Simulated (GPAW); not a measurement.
Pd:

```
CELL_PARAMETERS angstrom
2.78367 0.00000 0.00000
-1.39183 2.41072 0.00000
0.00000 0.00000 4.62889
ATOMIC_POSITIONS crystal
Pd 0.33333 0.66667 0.25000
Pd 0.66667 0.33333 0.75000
```

This isn't the form of Pd at room conditions, which is fcc.

- Program: GPAW 26.7.0
- Task: single point
- Functional: PBEsol
- Potentials or basis: PAW data sets generated in the run's folder for this functional
- Cutoff: 600 eV
- Basis: pw
- k mesh: 11 × 11 × 6
- Occupations: fermi-dirac, width 0.05 eV
- Spin: no spin polarisation

On this cell: pressure -10.0 GPa; largest force under 0.003 eV/Å; band gap on the k mesh none (metal or under the smearing width).

The same run follows on a disturbed copy (atoms moved at random, drawn with an rms of 0.05 Å):

```
Pd
1.0
     2.78367    0.00000    0.00000
    -1.39183    2.41072    0.00000
     0.00000    0.00000    4.62889
Pd
2
Direct
  0.32850 0.69168 0.24099
  0.66929 0.34399 0.75873
```

Problem. What changes?

Solution. The energy (extrapolated to zero smearing) moves by +13.0 meV/atom; pressure -9.3 GPa; largest force 0.607 eV/Å; band gap on the k mesh none (metal or under the smearing width).

Forces in eV/Å, atoms in the order of the input:
```
Pd   0.031 -0.031  0.605
Pd  -0.031  0.031 -0.605
```

Stress tensor (GPa, compression positive):
```
-9.92  0.37  0.16
 0.37 -9.25 -0.14
 0.16 -0.14 -8.67
```
